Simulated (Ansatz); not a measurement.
LiCl built on the NiAs prototype was relaxed with 5 functionals in Ansatz 0.2.0, cell and atoms free, the symmetry of the start kept (meshes: PBE 12×12×4, r2SCAN 12×12×4, PBEsol 12×12×4, LDA 12×12×4, HSE06 6×6×4). Values at 0 K without nuclear motion; spin polarisation is off, and the phase may be a hypothetical one.

The PBEsol result:
```
Li Cl
1.0
     3.53970    0.00000    0.00000
    -1.76985    3.06547    0.00000
     0.00000    0.00000    5.97544
Li Cl
2 2
Direct
  0.00000 0.00000 0.00000
  0.00000 0.00000 0.50000
  0.33333 0.66667 0.25000
  0.66667 0.33333 0.75000
```

The symmetry is P6_3/mmc (No. 194, hexagonal); conventional cell a = 3.540 Å, c = 5.975 Å, 16.21 Å³ an atom. Li has 6 Cl at 2.53 Å; Cl has 6 Li at 2.53 Å.

(1) How does the cell change with PBE?

(2) How does the cell change with HSE06?

(3) Held at the r2SCAN cell, what mean stress do LDA and PBE find, and does its sign point to their own minimum?

## Answers

(1) a = 3.600 Å, c = 6.071 Å; the volume differs by +5.1 % from PBEsol's. Li is surrounded by 6 Cl at 2.57 Å; Cl is surrounded by 6 Li at 2.57 Å.

(2) a = 3.576 Å, c = 6.029 Å; the volume differs by +3.0 % from PBEsol's. Li is surrounded by 6 Cl at 2.56 Å; Cl is surrounded by 6 Li at 2.56 Å.

(3) Yes. LDA -2.98 GPa, and its relaxed volume is -8.4 % from r2SCAN's; PBE +0.76 GPa, and its relaxed volume is +2.2 % from r2SCAN's. Compression counts positive, so a positive stress asks for a larger cell.
